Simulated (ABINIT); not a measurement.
PbO (Litharge):

```
Pb O
1.0
     3.99000    0.00000    0.00000
     0.00000    3.99000    0.00000
     0.00000    0.00000    5.01000
Pb O
2 2
Direct
  0.50000 0.00000 0.76000
  0.00000 0.50000 0.24000
  0.50000 0.50000 0.00000
  0.00000 0.00000 0.00000
```

| Property | Result |
| --- | --- |
| Program | ABINIT 10.8.3 (patched build) |
| Task | relaxation of cell and atoms |
| Functional | r2SCAN |
| Potentials or basis | JTH PAW PBE v2.0 |
| Cutoff | 762 eV |
| k mesh | 4 × 4 × 3 |
| Occupations | fermi-dirac, width 0.05 eV |
| Spin | no spin polarisation |

At the start: pressure 0.2 GPa; volume 19.94 Å³/atom.

**Question.** Where does the relaxation end?

**Answer.** Over 10 steps the energy falls by 6.0 meV/atom and the volume is 21.32 Å³/atom (+6.9 %); space group P4/nmm (No. 129, to 0.05 Å).

The path:
| step | energy change (eV) | largest force (eV/Å) | pressure (GPa) | volume (Å³) |
| --- | --- | --- | --- | --- |
| 1 | 0.0000 | 0.2980 | 0.24 | 79.76 |
| 2 | -0.0018 | 0.2520 | 0.35 | 79.82 |
| 3 | -0.0095 | 0.0271 | 0.75 | 80.60 |
| 4 | -0.0111 | 0.0407 | 0.54 | 81.08 |
| 5 | -0.0148 | 0.0190 | 0.13 | 82.10 |
| 6 | -0.0207 | 0.0101 | -0.33 | 84.46 |
| 7 | -0.0236 | 0.0451 | -0.01 | 85.08 |
| 8 | -0.0239 | 0.0598 | -0.17 | 85.30 |
| 9 | -0.0241 | 0.0041 | 0.02 | 85.27 |
| 10 | -0.0241 | 0.0008 | 0.01 | 85.28 |

Final structure:
```
Pb O
1.0
     3.99468    0.00000    0.00000
     0.00000    3.99468    0.00000
     0.00000    0.00000    5.34430
Pb O
2 2
Direct
  0.50000 0.00000 0.77707
  0.00000 0.50000 0.22293
  0.50000 0.50000 0.00000
  0.00000 0.00000 0.00000
```

Caveat: the PAW data sets were made with another functional, which shifts forces and pressure a little.
